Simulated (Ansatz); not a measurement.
# BeTe (F-43m) in Ansatz: notebook

One crystal, BeTe, is run at these levels: LDA, PBE; tasks: Born charges and dielectric tensor, phonons.

Program: Ansatz 0.2.0. These are calculated values, not measurements. Logs are shortened: lines on timing, memory, paths and dates and some standing lists are left out, and cuts for length are marked.

## 1. The crystal as given

It takes space group F-43m (No. 216, cubic). The conventional cell has a = 5.540 Å, b = 5.540 Å, c = 5.540 Å, α = 90.00°, β = 90.00°, γ = 90.00°. Te (site symmetry -43m) has 4 Be at 2.40 Å as nearest neighbours. Be (site symmetry -43m) has 4 Te at 2.40 Å as nearest neighbours.

## 2. Born charges and dielectric tensor, LDA

The input, input.yaml:

```yaml
crystal:
  lattice:
    - [0.0, 2.77, 2.77]
    - [2.77, 0.0, 2.77]
    - [2.77, 2.77, 0.0]
  atoms:
    - { symbol: Te, position: [0.75, 0.75, 0.75] }
    - { symbol: Be, position: [0.0, 0.0, 0.0] }
hamiltonian:
  xc: lda
  pseudopotentials: { kind: paw }
kpoints:
  mp_grid: { grid: [8, 8, 8] }
scf:
  occupations: { method: fixed }
output:
  eigenvalues: true
dielectric:
  method: response
```

Potentials or basis: Ansatz PAW.

Launch:

```bash
> ansatz run input.yaml --threads 2 --pin off --max-ram 5632MiB --backend cpu --events-out ev --progress --plain --runs-dir out
```

Log:

```text
Warning: RAYON_NUM_THREADS=2 ignored (pool sized by the plan → 2); use --threads N
Engine: ansatz 0.2.0, x86_64-unknown-linux-gnu
Pseudopotentials: kind: paw
Pseudopotential: Te, paw, valence charge 16, recommended cutoff 420 eV (normal), Te.paw.azcp
Pseudopotential: Be, paw, valence charge 2, recommended cutoff 420 eV (normal), Be.paw.azcp
Functional definition: SPW92
  exchange = slater_x
  correlation = pw_c
Crystal: 2 atoms, lattice volume = 42.508 Å³
Basis set: ecut = 420 eV, 869 PW (Γ), exchange–correlation on 54×54×54 points (8 copies of the dense FFT grid, shifted against one another)
Bands: 13, of which v1, the nominal top of the filled ones, is band 9 counted from 1 (8 counted from 0)
Symmetry: 24 space group operations
k-points: 95 of 512 (irreducible under 4 space group operations, time reversal used)
Non-local potential: Te, projectors of the file, l = 0: 2, l = 1: 2, l = 2: 2, l = 3: 2
Non-local potential: Be, projectors of the file, l = 0: 2, l = 1: 2, l = 2: 1
PAW form: soft (Blöchl's): semilocal exchange-correlation on the pseudo side does not see the compensation charge
PAW frozen core: Te, regenerated for the run's functional, and the local potential with it (the file was generated under x = pbe(κ = 0.804, μ = 0.2195149727645171), c = pbe(β = 0.06672455060314922))
PAW frozen core: Be, regenerated for the run's functional, and the local potential with it (the file was generated under x = pbe(κ = 0.804, μ = 0.2195149727645171), c = pbe(β = 0.06672455060314922))
PAW one-centre angular grid: Te, 590 points (default); XC on 64 Gauss nodes
PAW one-centre angular grid: Be, 110 points (default); XC on 64 Gauss nodes
Initial density: superposition of atomic densities (neutral atoms: chi_scale 0, normalization atom), corrected by the library's trained network
Initial wavefunctions: pseudopotential atomic-orbital guess
Functional: x = slater, c = lda
SCF iter   1: F=—  HF=-6916.153711 eV  |F-HF|=—  |Δ(HF+E_count)|=         —  Δρ=4.85e-3  dr2=7.51e-3  ethr=1.77e-3  ⟨swp⟩=5.2  Hψ=6668  notcnv=0  defer=144
preconditioner: auto → none  [insulator: Δε(μ)=1.800 eV  Ē_g=10.549 eV  n_scr=14 (ndim 8)  ℏωp=16.1 eV  f_vac=0.007  ε∞_Penn≈3.3]
SCF iter   2: F=—  HF=-6916.151171 eV  |F-HF|=—  |Δ(HF+E_count)|=   2.54e-3  Δρ=1.94e-3  dr2=5.96e-4  ethr=4.17e-5  ⟨swp⟩=2.2  Hψ=2251  notcnv=0  defer=179
SCF iter   3: F=—  HF=-6916.150902 eV  |F-HF|=—  |Δ(HF+E_count)|=   2.68e-4  Δρ=7.16e-4  dr2=1.03e-4  ethr=3.31e-6  ⟨swp⟩=2.0  Hψ=2291  notcnv=0  defer=179
SCF iter   4: F=—  HF=-6916.150891 eV  |F-HF|=—  |Δ(HF+E_count)|=   1.12e-5  Δρ=1.23e-4  dr2=3.68e-6  ethr=5.73e-7  ⟨swp⟩=1.7  Hψ=1485  notcnv=0  defer=127
SCF iter   5: F=—  HF=-6916.150890 eV  |F-HF|=—  |Δ(HF+E_count)|=   8.24e-7  Δρ=1.31e-5  dr2=8.56e-8  ethr=2.04e-8  ⟨swp⟩=2.4  Hψ=2116  notcnv=0  defer=64
SCF iter   6: F=—  HF=-6916.150891 eV  |F-HF|=—  |Δ(HF+E_count)|=   1.05e-6  Δρ=8.92e-7  dr2=1.69e-10  ethr=4.76e-10  ⟨swp⟩=2.4  Hψ=1829  notcnv=0
SCF iter   7: F=-6916.150891 eV  HF=-6916.150891 eV  |F-HF|=4.55e-12  |Δ(HF+E_count)|=  4.64e-11  Δρ=9.04e-8  dr2=3.20e-12  ethr=1.00e-12  ⟨swp⟩=3.8  Hψ=4035  notcnv=0
SCF 1 converged in 7 iterations: F = -6916.150891 eV  dr2 = 3.20e-12
DFPT response loops at Γ: preconditioner auto → none (the input reference at scf.mixing.eps_inf says where Resta's filter doesn't serve); β = 0.50; Broyden in place of MSR1
── the response to a field inside a basis, on 8×8×8 k-points: an SCF that follows is theirs, and a resumed run solves both again ──
Bands: 10, of which v1, the nominal top of the filled ones, is band 9 counted from 1 (8 counted from 0)
k-points: 60 of 512 (irreducible under 6 space group operations, time reversal used)
Initial density: handed on by an earlier stage of this run
Initial wavefunctions: pseudopotential atomic-orbital guess (no wavefunctions were taken with the density)
Eigensolver: Dense (60 Hₖ)
SCF iter   1: F=—  HF=-6916.151350 eV  |F-HF|=—  |Δ(HF+E_count)|=         —  Δρ=8.80e-5  dr2=8.66e-7  ethr=1.00e-1
preconditioner: auto → none  [insulator: Δε(μ)=1.993 eV  Ē_g=8.515 eV  n_scr=14 (ndim 8)  ℏωp=16.1 eV  f_vac=0.005  ε∞_Penn≈4.6]
SCF iter   2: F=—  HF=-6916.151350 eV  |F-HF|=—  |Δ(HF+E_count)|=   3.01e-7  Δρ=4.19e-5  dr2=1.86e-7  ethr=4.81e-9
SCF iter   3: F=-6916.151350 eV  HF=-6916.151350 eV  |F-HF|=1.13e-8  |Δ(HF+E_count)|=   4.54e-8  Δρ=1.06e-5  dr2=2.55e-8  ethr=1.03e-9
SCF 1 converged in 3 iterations: F = -6916.151350 eV  dr2 = 2.55e-8
DFPT response loops at Γ: mixed as the last ones told, above
SCF converged after 7 iterations
Free energy (F): -6916.150891 eV
Harris-Foulkes:  -6916.150891 eV  (|F-HF|=4.55e-12)
Internal energy: -6916.150891 eV  (E = F + TS)
E sigma→0 (E₀):  -6916.150891 eV
Fermi energy:    7.822989 eV
--- Per-component energies (eV) ---
  E_band       = -262.123788
  E_kinetic    = 202.493373
  E_local      = -1335.353841  (includes V_loc(G=0)·N_el)
  E_nonlocal   = -299.239683
  E_hartree    = 840.728012
  E_xc         = -143.467149
  E_vxc        = -125.800656  (∫ρ·V_xc dr)
  E_paw        = -4566.104535  (= ΣΔE_a)
  E_vpaw       = -385.678860  (= ΣTr[D̂ρ^β])
  E_aug_tail   = -0.000224  (compensation charges beyond the density's cutoff)
  E_ewald      = -1615.915793
  E_core_change = 0.708948  (= ΣΔE_core)
  E_smearing   = -0.000000  (= −TS)
  E_closure    = -0.000000  (closes the sum)
  Σ components = -6916.150891   (vs F -6916.150891, Δ=0.00e0)
--- Band table (eV; the first three rows and the last of 95) ---
  k-point 0: bands = ["-28.4086", "-28.4086", "-28.4086", "-28.3913", "-28.3913", "-4.8553", "7.8230", "7.8230", "7.8230", "11.4027", "11.4027", "11.4027", "11.8768"]
  k-point 1: bands = ["-28.4082", "-28.4080", "-28.4080", "-28.3912", "-28.3912", "-4.6988", "6.4412", "7.5676", "7.5676", "11.4062", "11.7693", "11.7693", "13.1533"]
  k-point 2: bands = ["-28.4073", "-28.4066", "-28.4066", "-28.3909", "-28.3909", "-4.2651", "4.3359", "7.0986", "7.0986", "11.2228", "12.3208", "12.3208", "15.0113"]
  k-point 94: bands = ["-28.4057", "-28.4051", "-28.4003", "-28.3923", "-28.3894", "-2.8463", "3.0943", "3.8571", "4.3727", "13.0716", "13.3113", "13.4280", "14.2563"]
--- Dielectric response (ions clamped): 3 representative field directions + reference, inside a basis on a mesh of 512 k-points (Σ response iterations 12) ---
  ε∞ (high-frequency dielectric tensor):
        7.512702    -0.000000     0.000000
       -0.000000     7.512702     0.000000
        0.000000     0.000000     7.512702
  Born effective charges Z* (e; rows j = field, columns β = displacement):
    site 0:
        -1.23355   -0.00000   -0.00000
        -0.00000   -1.23355    0.00000
        -0.00000    0.00000   -1.23355
    site 1:
         1.23355    0.00000    0.00000
         0.00000    1.23355   -0.00000
         0.00000   -0.00000    1.23355
  Z* charge neutrality: 1.842e-4 e pre-enforcement
  solved inside a basis spanned on kpoints, on 8×8×8 k-points, its susceptibility summed on 12×12×12: ε∞ is read to err by 2.0e-2, Z* by 1.7e-2 e (field_mesh: kpoints solves on kpoints); Z* is corrected for what the basis lacks
```

Run time: 30 s. Hardware: 2 threads of Intel Xeon at 2.50GHz (Skylake/Cascade Lake), shared host; peak memory 0.49 GiB.

Results:

- Free energy: -6916.1509 eV
- Band gap on the k mesh: 1.77 eV, indirect (least direct gap 3.58 eV)
- Electronic dielectric tensor (diagonal): 7.51
- Born charges (mean of the diagonal): Te -1.23; Be +1.23 e

Electronic dielectric tensor:
```
7.51 0.00 0.00
0.00 7.51 0.00
0.00 0.00 7.51
```

Born effective charge tensors (e):
atom 1, Te
```
-1.23  0.00  0.00
 0.00 -1.23  0.00
 0.00  0.00 -1.23
```
atom 2, Be
```
1.23 0.00 0.00
0.00 1.23 0.00
0.00 0.00 1.23
```

Caveat: spin-orbit coupling is left out, which moves the levels of the heavy elements; the PAW data sets come from PBE, with cores solved anew for the run's functional, which leaves a small shift of forces and pressure. A k mesh can miss the band edges.

## 3. Phonons, PBE

The input, input.yaml:

```yaml
crystal:
  lattice:
    - [0.0, 2.77, 2.77]
    - [2.77, 0.0, 2.77]
    - [2.77, 2.77, 0.0]
  atoms:
    - { symbol: Te, position: [0.75, 0.75, 0.75] }
    - { symbol: Be, position: [0.0, 0.0, 0.0] }
hamiltonian:
  xc: pbe
  pseudopotentials: { kind: paw }
kpoints:
  mp_grid: { grid: [6, 6, 6] }
scf:
  occupations: { method: fixed }
phonons:
  method: dfpt
  dielectric: true
  rigid_motions: translations
  qmesh: [2, 2, 2]
  temperatures: { t_max: 1000, t_step: 100 }
  qpath:
    path:
      - [[0.0, 0.0, 0.0], [0.5, 0.0, 0.5], [0.5, 0.25, 0.75], [0.375, 0.375, 0.75], [0.0, 0.0, 0.0], [0.5, 0.5, 0.5], [0.625, 0.25, 0.625], [0.5, 0.25, 0.75], [0.5, 0.5, 0.5], [0.375, 0.375, 0.75]]
      - [[0.625, 0.25, 0.625], [0.5, 0.0, 0.5]]
    npoints: 8
```

Potentials or basis: Ansatz PAW.

Launch:

```bash
> ansatz run input.yaml --threads 2 --pin off --max-ram 5632MiB --backend cpu --events-out ev --progress --plain --runs-dir out
```

Log:

```text
Warning: phonons: the dynamical matrix that this run interpolates holds no multipole term above the dipole-dipole one, and a site of this crystal is no centre of inversion, so its interpolated transverse optical and acoustic branches and sound speeds can stay off near Gamma, and the density of states and the thermodynamics with them. What a run solves at a wave vector of phonons.qpoints, Gamma apart, where the deck admits one, is free of this, and under fd what a larger phonons.supercell samples
Warning: RAYON_NUM_THREADS=2 ignored (pool sized by the plan → 2); use --threads N
[... 4 set-up lines as earlier in the session ...]
Functional definition: PBE
  parameter kappa = 0.804
  parameter beta = 0.06672455060314922
  exchange = pbe_x(kappa = kappa, mu = beta*pi^2/3)
  correlation = pbe_c(beta = beta)
Crystal: 2 atoms, lattice volume = 42.508 Å³
Basis set: ecut = 420 eV, 869 PW (Γ), exchange–correlation on 54×54×54 points (8 copies of the dense FFT grid, shifted against one another)
Bands: 13, of which v1, the nominal top of the filled ones, is band 9 counted from 1 (8 counted from 0)
[... 1 set-up line as earlier in the session ...]
k-points: 46 of 216 (irreducible under 4 space group operations, time reversal used)
[... 7 set-up lines as earlier in the session ...]
Functional: x = pbe(κ = 0.804, μ = 0.2195149727645171), c = pbe(β = 0.06672455060314922)
SCF iter   1: F=—  HF=-7073.401775 eV  |F-HF|=—  |Δ(HF+E_count)|=         —  Δρ=5.63e-4  dr2=1.28e-4  ethr=1.77e-3  ⟨swp⟩=5.0  Hψ=3227  notcnv=0  defer=62
preconditioner: auto → none  [insulator: Δε(μ)=1.864 eV  Ē_g=10.564 eV  n_scr=14 (ndim 8)  ℏωp=16.1 eV  f_vac=0.007  ε∞_Penn≈3.3]
SCF iter   2: F=—  HF=-7073.401647 eV  |F-HF|=—  |Δ(HF+E_count)|=   1.28e-4  Δρ=4.44e-4  dr2=1.20e-4  ethr=7.10e-7  ⟨swp⟩=2.1  Hψ=1484  notcnv=0  defer=83
SCF iter   3: F=—  HF=-7073.401605 eV  |F-HF|=—  |Δ(HF+E_count)|=   4.20e-5  Δρ=2.52e-4  dr2=2.56e-5  ethr=6.67e-7  ⟨swp⟩=2.0  Hψ=1012  notcnv=0  defer=76
SCF iter   4: F=—  HF=-7073.401603 eV  |F-HF|=—  |Δ(HF+E_count)|=   2.61e-6  Δρ=1.34e-4  dr2=2.11e-6  ethr=1.42e-7  ⟨swp⟩=2.0  Hψ=1008  notcnv=0  defer=49
SCF iter   5: F=—  HF=-7073.401628 eV  |F-HF|=—  |Δ(HF+E_count)|=   2.56e-5  Δρ=1.62e-4  dr2=1.60e-5  ethr=1.17e-8  ⟨swp⟩=2.1  Hψ=1020  notcnv=0  defer=25
SCF iter   6: F=—  HF=-7073.401622 eV  |F-HF|=—  |Δ(HF+E_count)|=   5.74e-6  Δρ=9.35e-5  dr2=5.29e-6  ethr=1.17e-8  ⟨swp⟩=2.0  Hψ=1012  notcnv=0  defer=25
SCF iter   7: F=—  HF=-7073.401620 eV  |F-HF|=—  |Δ(HF+E_count)|=   2.55e-6  Δρ=2.84e-5  dr2=4.80e-7  ethr=1.17e-8  ⟨swp⟩=2.0  Hψ=1012  notcnv=0  defer=25
SCF iter   8: F=—  HF=-7073.401620 eV  |F-HF|=—  |Δ(HF+E_count)|=   2.46e-7  Δρ=5.51e-6  dr2=1.84e-8  ethr=2.67e-9  ⟨swp⟩=2.1  Hψ=985  notcnv=0  defer=25
SCF iter   9: F=—  HF=-7073.401620 eV  |F-HF|=—  |Δ(HF+E_count)|=   8.87e-9  Δρ=1.46e-6  dr2=1.26e-9  ethr=1.02e-10  ⟨swp⟩=3.0  Hψ=1038  notcnv=0  defer=25
SCF iter  10: F=-7073.401620 eV  HF=-7073.401620 eV  |F-HF|=2.73e-12  |Δ(HF+E_count)|=  6.88e-10  Δρ=1.30e-8  dr2=1.10e-13  ethr=1.00e-12  ⟨swp⟩=7.3  Hψ=4060  notcnv=0
SCF 1 converged in 10 iterations: F = -7073.401620 eV  dr2 = 1.10e-13
NSCF: frozen V_eff on 2 k-points
DFPT response loops at Γ: preconditioner auto → none (the input reference at scf.mixing.eps_inf says where Resta's filter doesn't serve); β = 0.50; Broyden in place of MSR1
── the response to a field inside a basis, on 6×6×6 k-points: an SCF that follows is theirs, and a resumed run solves both again ──
Bands: 10, of which v1, the nominal top of the filled ones, is band 9 counted from 1 (8 counted from 0)
k-points: 28 of 216 (irreducible under 6 space group operations, time reversal used)
[... 2 set-up lines as earlier in the session ...]
Eigensolver: Dense (28 Hₖ)
SCF iter   1: F=—  HF=-7073.407894 eV  |F-HF|=—  |Δ(HF+E_count)|=         —  Δρ=1.77e-4  dr2=1.58e-5  ethr=1.00e-1
[... 25 lines left out ...]
  E_vxc        = -124.913831  (∫ρ·V_xc dr)
  E_paw        = -4722.856066  (= ΣΔE_a)
  E_vpaw       = -382.941173  (= ΣTr[D̂ρ^β])
  E_aug_tail   = -0.000212  (compensation charges beyond the density's cutoff)
  E_ewald      = -1615.915793
  E_smearing   = -0.000000  (= −TS)
  E_closure    = -0.000000  (closes the sum)
  Σ components = -7073.401620   (vs F -7073.401620, Δ=0.00e0)
--- Band table (eV; the first three rows and the last of 46) ---
  k-point 0: bands = ["-28.2414", "-28.2414", "-28.2414", "-28.2259", "-28.2259", "-4.5389", "8.0955", "8.0955", "8.0955", "11.6800", "11.6800", "11.6800", "12.2896"]
  k-point 1: bands = ["-28.2408", "-28.2404", "-28.2404", "-28.2257", "-28.2257", "-4.2612", "6.0061", "7.6834", "7.6834", "11.6696", "12.2612", "12.2612", "14.1875"]
  k-point 2: bands = ["-28.2395", "-28.2387", "-28.2387", "-28.2251", "-28.2251", "-3.5582", "3.4054", "7.1054", "7.1054", "11.4192", "12.7294", "12.7294", "15.9563"]
  k-point 45: bands = ["-28.2386", "-28.2380", "-28.2344", "-28.2263", "-28.2242", "-2.6562", "2.9914", "4.3914", "5.5099", "12.5668", "12.9038", "15.1094", "15.5423"]
--- Phonons (Γ-DFPT): 2 representative perturbations + reference, on 46 of 216 k-points (Σ response iterations 7) ---
  k mesh reduced under 4 symmetry operations, with k and −k counted as one. Each operation leaves every solved perturbation unchanged. A smaller set is not considered because the run solves the response to a homogeneous field
  ASR residual: 1.341e-5 → 0.000e0 eV/Å²; symmetrization residual: 2.500e-6 eV/Å²
  ASR residual per site (eV/Å²): 1.17e-5 1.34e-5
  Γ frequencies (cm⁻¹): 0.00 0.00 0.00 496.90 496.90 496.90
  ε∞ (high-frequency dielectric tensor):
        7.547306     0.000000    -0.000000
        0.000000     7.547306     0.000000
       -0.000000     0.000000     7.547306
  ε⁰ (static dielectric tensor: ions relaxed, cell fixed):
        8.375727     0.000000    -0.000000
        0.000000     8.375727     0.000000
       -0.000000     0.000000     8.375727
  ε⁰ − ε∞ (ionic part):
        0.828421     0.000000     0.000000
        0.000000     0.828421     0.000000
        0.000000     0.000000     0.828421
  softest optical mode at Γ: 496.90 cm⁻¹; the repairs (sum rule, projections) moved no ω² at Γ by more than (0.93 cm⁻¹)²
  Born effective charges Z* (e; rows j = field, columns β = displacement):
    site 0:
        -1.21958   -0.00000    0.00000
        -0.00000   -1.21958    0.00000
        -0.00000    0.00000   -1.21958
    site 1:
         1.21958    0.00000   -0.00000
         0.00000    1.21958   -0.00000
         0.00000   -0.00000    1.21958
  Z* charge neutrality: 1.022e-3 e pre-enforcement
  solved inside a basis spanned on kpoints, on 6×6×6 k-points, its susceptibility summed on 10×10×10: ε∞ is read to err by 2.2e-2, Z* by 1.7e-2 e (field_mesh: kpoints solves on kpoints); Z* is corrected for what the basis lacks
  optical modes at Γ without the LO–TO term, one row a degenerate level:
      ω (cm⁻¹)  modes    IR ((D/Å)²/amu)
        496.90      3            12.2296
  optical modes at Γ + LO–TO along q̂ = [1.0000, 0.0000, 0.0000]:
      ω (cm⁻¹)  modes    IR ((D/Å)²/amu)
        496.90      2             8.1531
        523.46      1             4.0765
  optical modes at Γ + LO–TO along q̂ = [0.0000, 1.0000, 0.0000]:
      ω (cm⁻¹)  modes    IR ((D/Å)²/amu)
        496.90      2             8.1531
        523.46      1             4.0765
  optical modes at Γ + LO–TO along q̂ = [0.0000, 0.0000, 1.0000]:
      ω (cm⁻¹)  modes    IR ((D/Å)²/amu)
        496.90      2             8.1531
        523.46      1             4.0765
--- Phonons (arbitrary-q DFPT): 3 irreducible q on the 2×2×2 mesh ---
  q = [0.0000, 0.0000, 0.0000] (star 1, of the zone-centre solve; hermiticity 6.54e-7, symmetrization 1.59e-13): -0.00 0.00 0.00 496.90 496.90 496.90
  q = [0.0000, 0.0000, -0.5000] (star 4, 2 solved perturbations on 68 of 216 k-point pairs; hermiticity 9.22e-8, symmetrization 6.23e-13): 67.76 67.76 166.34 487.14 487.14 533.96
  q = [0.0000, -0.5000, -0.5000] (star 3, 4 solved perturbations in 152 linear systems a pass and spin channel, the states on 46 of 216 k-point pairs; hermiticity 3.23e-8, symmetrization 1.17e-12): 95.91 95.91 168.28 461.79 461.79 565.89
  sum rule: each row above includes the acoustic sum rule's correction from the zone centre's row sums; it moved no ω² by more than (0.64 cm⁻¹)²
  mesh force constants: q→R imaginary residual 3.89e-17; ASR residual 1.341e-5 → 0.000e0 eV/Å²; symmetrization residual 5.329e-15 eV/Å²
  interpolated dispersion: 83 rows × 6 modes
  density of states and harmonic sums: on the 20×20×20 q-mesh, interpolated from the force constants of a 2×2×2 supercell (with the dipole–dipole term)
  largest difference from the sums on the solved wave vectors: F 7.04e-2 eV, S 1.03e-4 and C_V 3.22e-5 eV/K
  zero-point energy: 0.112621 eV/cell   skipped modes (ω ≤ 0): 3   left out of the sums: 6.25e-5 of the cell's modes: C_V's classical limit lies that fraction below 3 k_B per atom; for a crystal, a wire or a layer, F and S can be off by more, and a phonons.interpolated_qmesh denser along its periods is the remedy for the sampling
```

It took 43 s on 2 threads of Intel Xeon at 2.50GHz (Skylake/Cascade Lake), shared host; peak memory 0.53 GiB.

What came out:

```yaml
Free_energy: -7073.4016 eV
Band_gap_on_the_k_mesh: 1.86 eV, indirect (least direct gap 3.58 eV)
Highest_phonon_frequency_LO-TO_splitting_left_out: 566 cm⁻¹
```

Levels at points of the mesh, in eV from the valence-band top:
```tsv
k point	band 7	band 8	band 9	band 10	band 11	band 12
(0.00, 0.00, 0.00)	0.00	0.00	0.00	3.58	3.58	3.58
(0.00, 0.00, -0.50)	-5.86	-1.22	-1.22	3.22	4.59	4.59
(0.00, -0.50, -0.50)	-5.38	-2.83	-2.83	1.86	2.61	10.07
(-0.50, 0.00, 0.00)	-5.86	-1.22	-1.22	3.22	4.59	4.59
(-0.50, 0.00, -0.50)	-5.38	-2.83	-2.83	1.86	2.61	10.07
```

Phonon frequencies in cm⁻¹ (negative: imaginary):
```csv
q point,frequencies
"(0.000, 0.000, 0.000)",0 0 0 497 497 497
"(0.000, 0.000, -0.500)",68 68 166 487 487 534
"(0.000, -0.500, -0.500)",96 96 168 462 462 566
```

Caveat: spin-orbit coupling is left out, which moves the levels of the heavy elements; the q mesh is small, so phonon branches between its points and thermal values are rough. As with any semilocal functional, this PBE gap is likely too small.
